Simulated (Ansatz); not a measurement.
# W: the cost of one run

Computed with Ansatz 0.2.0 (DFT PBEsol, scalar-relativistic, plane waves, PAW, unless a step's input says otherwise).

1 further run of the same task is left out (set aside as unsound or not needed).

## (1) The structure to begin with

The structure is cubic, space group Im-3m (No. 229). Conventional cell: a = 3.154 Å, b = 3.154 Å, c = 3.154 Å, α = 90.00°, β = 90.00°, γ = 90.00°. W (site symmetry m-3m) is surrounded by 8 W at 2.73 Å.

As a file:

```
W
1.0
    -1.57717    1.57717    1.57717
     1.57717   -1.57717    1.57717
     1.57717    1.57717   -1.57717
W
1
Direct
  0.00000 0.00000 0.00000
```

This cell was relaxed beforehand with the same method: volume 15.69 Å³/atom, gap on the mesh none (metal).

## (2) Static run: bands, density of states and charges

File input.yaml:

```yaml
crystal:
  lattice:
    - [-1.5771737555, 1.5771737555, 1.5771737555]
    - [1.5771737555, -1.5771737555, 1.5771737555]
    - [1.5771737555, 1.5771737555, -1.5771737555]
  atoms:
    - { symbol: W, position: [0.0, 0.0, 0.0] }
basis:
  ecutwfc: 420
kpoints:
  mp_grid: { grid: [18, 18, 18] }
  band_path:
    path:
      - [[0.0, 0.0, 0.0], [0.5, -0.5, 0.5], [0.0, 0.0, 0.5], [0.0, 0.0, 0.0], [0.25, 0.25, 0.25], [0.5, -0.5, 0.5]]
      - [[0.25, 0.25, 0.25], [0.0, 0.0, 0.5]]
    npoints: 14
hamiltonian:
  xc: pbesol
scf:
  occupations: { method: gaussian, width: 0.1 }
  n_extra_bands: 6
output:
  forces: true
  stress: true
  eigenvalues: true
  populations: true
  dos: { projected: true, de: 0.02, nscf_kmesh: { grid: [27, 27, 27] } }
  bader: true
```

The run is started by

```
$ ansatz run input.yaml --threads 1 --pin off --max-ram 2560MiB --backend cpu --events-out ev --progress --plain --runs-dir out
```

What time and memory should one allow on 1 thread of Arm Neoverse V1, shared host?

About 18 s, with a peak of 0.32 GiB.
